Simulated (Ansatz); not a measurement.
## Bi2S3: what a change does to the field gradients

Base: a COD entry whose atoms were relaxed with PBE, the cell held.

```xyz
20
Lattice="11.3450 0.0000 0.0000 0.0000 3.9940 0.0000 0.0000 0.0000 11.1930" Properties=species:S:1:pos:R:3 pbc="T T T"
Bi    5.5210    0.9985    3.6385
Bi    0.1515    2.9955    9.2350
Bi   11.1935    0.9985    1.9580
Bi    5.8240    2.9955    7.5545
Bi    3.8432    2.9955    0.3581
Bi    1.8293    0.9985    5.9546
Bi    9.5157    2.9955    5.2384
Bi    7.5018    0.9985   10.8349
S     3.2272    0.9985    2.1508
S     2.4453    2.9955    7.7473
S     8.8997    0.9985    3.4457
S     8.1178    2.9955    9.0422
S     6.2372    2.9955    1.4457
S    10.7803    0.9985    7.0422
S     0.5647    2.9955    4.1508
S     5.1078    0.9985    9.7473
S     4.2880    2.9955    4.9672
S     1.3845    0.9985   10.5637
S     9.9605    2.9955    0.6293
S     7.0570    0.9985    6.2258
```

Sites (sets of like atoms) are named by element and the number of their first atom in this list.

Computed with Ansatz: DFT, PBE, plane waves and PAW, scalar-relativistic, 420 eV cutoff, Γ-centred 3×7×3 k-points, Fermi–Dirac smearing 0.02 eV.

Gradients in 10²¹ V/m², for some of the sites:

```csv
site,atoms,V_zz base,η base,V_zz variant,η variant
Bi1,1,7.66,0.99,-8.01,0.95
Bi2,2,7.66,0.99,7.69,0.84
Bi3,3,7.66,0.99,-9.92,0.73
Bi4,4,7.66,0.99,-8.23,0.83
Bi5,5,-19.52,0.08,-19.73,0.08
Bi6,6,-19.52,0.08,-20.1,0.08
Bi7,7,-19.52,0.08,-17.45,0.11
S10,10,-2.67,0.34,-2.75,0.07
S11,11,-2.67,0.34,-2.46,0.51
S12,12,-2.67,0.34,-2.69,0.40
S15,15,4.24,0.94,3.72,0.88
S16,16,4.24,0.94,-3.93,0.96
S18,18,-8.90,0.16,-10.03,0.14
S19,19,-8.90,0.16,-8.54,0.06
```

(1) Which change was made?
A. volume scaled by 1.01, ions relaxed
B. z stretched by 2 %, ions relaxed
C. atom 3 (Bi) moved by 0.10 Å along (0.000, 0.000, 0.100) Å
D. volume scaled by 0.96, ions relaxed

Results:

(1) C. It leaves 20 symmetry-distinct sites where the base has 5, which no other option does. The largest change of V_zz along a kept axis is on Bi7, from -19.52 to -17.45. The whole tensor moves most on Bi3, by 3.21 along its most changed direction. In per cent, |V_zz| changes by -11 to +3 on Bi, -12 to +13 on S (all sites that start above 0.5, bar those whose gradient vanishes or changes sign or whose main axis turns by over 40°). Where |V_zz| stays above 0.1 and the axes keep their order, η moves most on S10, from 0.34 to 0.07. On Bi4, Bi3, Bi1, S16 the largest principal value lies along another axis in the second run, so the two V_zz can't be compared directly. The table leaves out 6 of the 20 sites, with |V_zz| up to 19.52; their tensors move by 0.14 at most along any direction. The statements above cover all sites.

Spin–orbit coupling is left out, which shifts gradients on Bi by a few per cent, and by more where contributions nearly cancel.
For the variant: The atoms aren't relaxed after the move (largest force 0.6 eV/Å).
